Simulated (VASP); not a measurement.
Sn: optical spectrum with BLYP+D3(BJ)

Sn:

```
Sn
1.0
     3.45308    0.00000    0.00000
     0.00000    3.55109    0.00000
     0.00000    0.00000    4.67668
Sn
2
Direct
  0.00000 0.00000 0.00000
  0.50000 0.50000 0.50000
```

This isn't the form of Sn at room conditions, which is tetragonal (white tin).

```yaml
Program: VASP 6.6.1
Task: optical spectrum
Functional: BLYP
Dispersion: D3(BJ)
Potentials_or_basis: VASP PAW PBE potentials, release 54 (Sn_d)
Cutoff: 520 eV
k_mesh: 8 × 8 × 6
Occupations: tetrahedron
Spin: no spin polarisation
Further_INCAR_settings: ALGO = Normal; EDIFF = 1e-07; NBANDS = 46
```

```json
{
 "Pressure": "-1.3 GPa",
 "Band gap on the k mesh": "none (metal or under the smearing width)",
 "Dispersion energy per atom": "-0.871 eV"
}
```

Stress tensor (GPa, compression positive):
```
-1.72  0.00  0.00
 0.00 -2.00  0.00
 0.00  0.00 -0.27
```

Levels at points of the mesh, in eV from the Fermi level:
```tsv
k point	band 12	band 13	band 14	band 15	band 16	band 17
(0.00, 0.00, 0.00)	-4.69	-3.09	1.10	1.72	4.90	5.68
(0.50, 0.00, 0.00)	-7.67	-0.34	-0.34	0.37	0.37	4.23
(0.00, 0.50, 0.00)	-7.88	-0.30	-0.30	0.20	0.20	4.66
(0.50, 0.50, 0.00)	-5.43	-3.56	-3.56	1.92	1.92	2.32
(0.00, 0.00, 0.50)	-9.09	2.91	2.91	3.01	3.01	3.62
(0.50, 0.00, 0.50)	-6.77	-4.28	-4.28	4.58	4.58	5.46
(0.00, 0.50, 0.50)	-7.01	-4.34	-4.34	5.00	5.00	5.75
(0.50, 0.50, 0.50)	-5.09	-1.74	-1.74	-1.53	-1.53	-0.26
```

Run time: 110 s on 1 thread of Intel(R) Xeon(R) Platinum 8559C (Emerald Rapids), with other jobs on the host, peak memory 0.3 GiB.

Caveat: the PAW data sets were made with another functional, which shifts forces and pressure a little; pairwise dispersion overbinds metals, which lowers pressure and volume; tetrahedron occupations give inexact forces and stress in metals.
